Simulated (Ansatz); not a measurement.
Here is an Ansatz 0.2.0 calculation.

The input input.yaml:

```yaml
crystal:
  lattice:
    - [2.98064, 0.0, 0.0]
    - [-1.49032, 2.58131, 0.0]
    - [0.0, 0.0, 2.68337]
  atoms:
    - { symbol: Ga, position: [0.66667, 0.33333, 0.5] }
    - { symbol: "N", position: [0.0, 0.0, 0.0] }
hamiltonian:
  xc: { exchange: pbe, correlation: pbe, exx: { coeff: 0.25, omega: 0.3 } }
  pseudopotentials: { kind: paw }
kpoints:
  mp_grid: { grid: [5, 5, 5] }
  band_path:
    path:
      - [[0.0, 0.0, 0.0], [0.5, 0.0, 0.0], [0.3333333333, 0.3333333333, 0.0], [0.0, 0.0, 0.0], [0.0, 0.0, 0.5], [0.5, 0.0, 0.5], [0.3333333333, 0.3333333333, 0.5], [0.0, 0.0, 0.5]]
      - [[0.5, 0.0, 0.5], [0.5, 0.0, 0.0]]
      - [[0.3333333333, 0.3333333333, 0.0], [0.3333333333, 0.3333333333, 0.5]]
    npoints: 4
scf:
  occupations: { method: fermi_dirac, width: 0.05 }
  n_extra_bands: 6
output:
  forces: true
  stress: true
  eigenvalues: true
  fatbands: false
```

Potentials or basis: Ansatz PAW.

Launch:

```console
$ ansatz run input.yaml --threads 2 --pin off --max-ram 5632MiB --backend cpu --events-out ev --progress --plain --runs-dir out
```

(1) Estimate the pressure.

(2) What does it give for the band gap along the path?

Answers

(1) -9.3 GPa.

(2) none (metal or under the smearing width).

Caveat: the k mesh is coarse (spacing up to 0.49 Å⁻¹), so the values aren't converged, least of all with exact exchange; the pressure holds a Pulay correction of +0.5 GPa for the finite cutoff; the PAW data sets come from PBE, with cores solved anew for the run's functional, which leaves a small shift of forces and pressure; the thresholds are loose for stress.
